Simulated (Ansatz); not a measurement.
Runs of Ansatz 0.2.0 on FeO (Wuestite). The structure is cubic, space group Fm-3m (No. 225). Conventional cell: a = 4.311 Å, b = 4.311 Å, c = 4.311 Å, α = 90.00°, β = 90.00°, γ = 90.00°. Around Fe (site symmetry m-3m) lie 6 O at 2.16 Å. O (site symmetry m-3m) is surrounded by 6 Fe at 2.16 Å. 

| level | pressure (GPa) | moment (μB) | relaxed volume (Å³/atom) |
| --- | --- | --- | --- |
| RPBE | 0.0 | 4.00 | 10.31 |
| BLYP | 0.0 | 4.00 | 10.39 |
| LDA | 0.0 | 3.85 | 9.13 |
| PBEsol | 0.0 | 4.00 | (b) |
| revPBE | 0.0 | 4.00 | (a) |

Alike in all rows: task relaxation of cell and atoms; potentials or basis all-electron LAPW, scalar-relativistic; spin collinear, ferromagnetic start; cell relaxed; k mesh 8 × 8 × 8; smearing fermi-dirac 0.05 eV; basis error allowed 0.001 eV/atom.

**Question.** Estimate the missing entries.

**Answer.** (a) 10.23; (b) 9.57.

Caveats: the k mesh is thin for a metal, which can move the energy by tens of meV per atom; a cell with one magnetic atom can't hold antiferromagnetic order, which such compounds often take.

Runs at the PBE level aren't shown here.
